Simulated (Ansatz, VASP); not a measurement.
**Two plane-wave programs on Na**

The input INCAR:

```
PREC     = Accurate       # precision mode
ENCUT    = 520            # plane-wave cutoff, eV
EDIFF    = 1E-6           # SCF threshold, eV
ISMEAR   = -1             # smearing method
SIGMA    = 0.05           # smearing width, eV
LREAL    = F              # projectors in reciprocal space
LASPH    = T              # aspherical terms in the spheres
NELM     = 100            # most SCF steps
ALGO     = Normal         # electronic algorithm
ISIF     = 2              # what is computed and relaxed
LWAVE    = F              # write WAVECAR
LCHARG   = F              # write CHGCAR
GGA      = PE             # functional
NBANDS   = 10             # bands
```

File KPOINTS:

```
regular mesh
0
Gamma
  12 12 12
```

The input POSCAR:

```
Na
1.0
    3.3598852002      0.0000000000      0.0000000000
    0.0000000000      3.3598852002      0.0000000000
    0.0000000000      0.0000000000      3.3598852002
Na
1
Direct
    0.0000000000      0.0000000000      0.0000000000
```

Input for Ansatz:

```yaml
crystal:
  lattice:
    - [3.3598852002, 0.0, 0.0]
    - [0.0, 3.3598852002, 0.0]
    - [0.0, 0.0, 3.3598852002]
  atoms:
    - { symbol: Na, position: [0.0, 0.0, 0.0] }
kpoints:
  mp_grid: { grid: [12, 12, 12] }
scf:
  occupations: { method: fermi_dirac, width: 0.05 }
hamiltonian:
  xc: pbe
  pseudopotentials: { kind: nc }
output:
  forces: true
  stress: true
  eigenvalues: true
```

Change from the starting cell: volume scaled by 0.95, norm-conserving files.

Alike in both runs: task single point; functional PBE; k mesh 12 × 12 × 12; occupations fermi-dirac, width 0.05 eV; no spin polarisation.

```csv
,VASP,Ansatz
version,VASP 6.6.1,Ansatz 0.2.0
potentials or method,"VASP PAW PBE potentials, release 64 (Na_pv)","norm-conserving pseudopotentials, scalar-relativistic"
plane-wave cutoff (eV),520,1197
valence electrons in the cell,7,9
```

```tsv
	VASP	Ansatz	Ansatz less VASP
pressure (GPa)	0.3	0.3	+0.01
```

With one functional, cell and mesh, what is left measures potentials, basis and numerics. The two sets of potentials don't hold the same shells in valence.
